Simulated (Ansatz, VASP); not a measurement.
Bi: VASP beside Ansatz

File INCAR:

```
SYSTEM = Bi
  ALGO = Fast
  EDIFF = 1E-6
  ENCUT = 520
  GGA = PE
  ISIF = 2
  ISMEAR = 0
  IVDW = 12
  LASPH = .True.
  LCHARG = .False.
  LREAL = .False.
  LWAVE = .False.
  NBANDS = 14
  NELM = 100
  PREC = Accurate
  SIGMA = 0.05
```

The input KPOINTS:

```
k-points
0
Gamma
  12 12 12
  0 0 0
```

File POSCAR:

```
Bi
1.0
   -4.2574820000      4.2574820000      1.4305640000
    4.2574820000     -4.2574820000      1.4305640000
    4.2574820000      4.2574820000     -1.4305640000
Bi
1
Direct
    0.0000000000      0.0000000000      0.0000000000
```

Input for Ansatz:

```yaml
crystal:
  lattice:
    - [-4.257482, 4.257482, 1.430564]
    - [4.257482, -4.257482, 1.430564]
    - [4.257482, 4.257482, -1.430564]
  atoms:
    - { symbol: Bi, position: [0.0, 0.0, 0.0] }
basis:
  ecutwfc: 420
kpoints:
  mp_grid: { grid: [12, 12, 12] }
hamiltonian:
  xc: pbe
  dispersion: d3bj
scf:
  occupations: { method: gaussian, width: 0.05 }
output:
  forces: true
  stress: true
  eigenvalues: true
```

This isn't the form of Bi at room conditions, which is rhombohedral.

Alike in both runs: task single point; functional PBE; dispersion D3(BJ); k mesh 12 × 12 × 12; occupations gaussian, width 0.05 eV; no spin polarisation.

|  | VASP | Ansatz |
| --- | --- | --- |
| version | VASP 6.6.1 | Ansatz 0.2.0 |
| potentials or method | VASP PAW PBE potentials, release 64 (Bi_d) | scalar-relativistic, plane waves, PAW |
| plane-wave cutoff (eV) | 520 | 420 |
| valence electrons in the cell | 15 | 15 |

```tsv
	VASP	Ansatz	Ansatz less VASP
gap on the k mesh at the Fermi level (eV)	none	none	-
pressure (GPa)	0.1	0.1	+0.03
largest component of the traceless stress (GPa)	1.07	1.08	+0.004
```

A gap of «none» marks a metal or a gap that the smearing closes.

Caveats: spin-orbit coupling is left out, which moves the levels of the heavy elements; pairwise dispersion overbinds metals, which lowers pressure and volume.
